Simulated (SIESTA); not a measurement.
Crystal: MgO.

```
Mg O
1.0
     0.00000    2.09700    2.09700
     2.09700    0.00000    2.09700
     2.09700    2.09700    0.00000
Mg O
1 1
Direct
  0.00000 0.00000 0.00000
  0.50000 0.50000 0.50000
```

The cell is a database's computed one.

Base run:

```yaml
Program: SIESTA 5.4.2
Functional: PBEsol
Potentials_or_basis: PseudoDojo 0.4 standard (PBEsol files)
Basis: DZP (energy shift 0.003 Ry; two zetas on semicore shells)
Grid_cutoff: 800 Ry
Energy_shift: 0.003 Ry
k_mesh: 11 × 11 × 11
Occupations: fermi-dirac, width 0.05 eV
Spin: no spin polarisation
```

Its results: band gap on the k mesh 4.68 eV, direct; pressure 5.7 GPa.

**Question.** The run is repeated on the same cell with these changes: functional from PBEsol to LDA; potentials or basis from PseudoDojo 0.4 standard (PBEsol files) to PseudoDojo 0.4 standard (LDA files). What comes out?

**Answer.** Band gap on the k mesh 4.71 eV, direct; pressure -0.3 GPa.

Caveats: the basis of atomic orbitals isn't converged, which shifts pressures, moduli and gaps.

Not every run made on this cell is shown here.
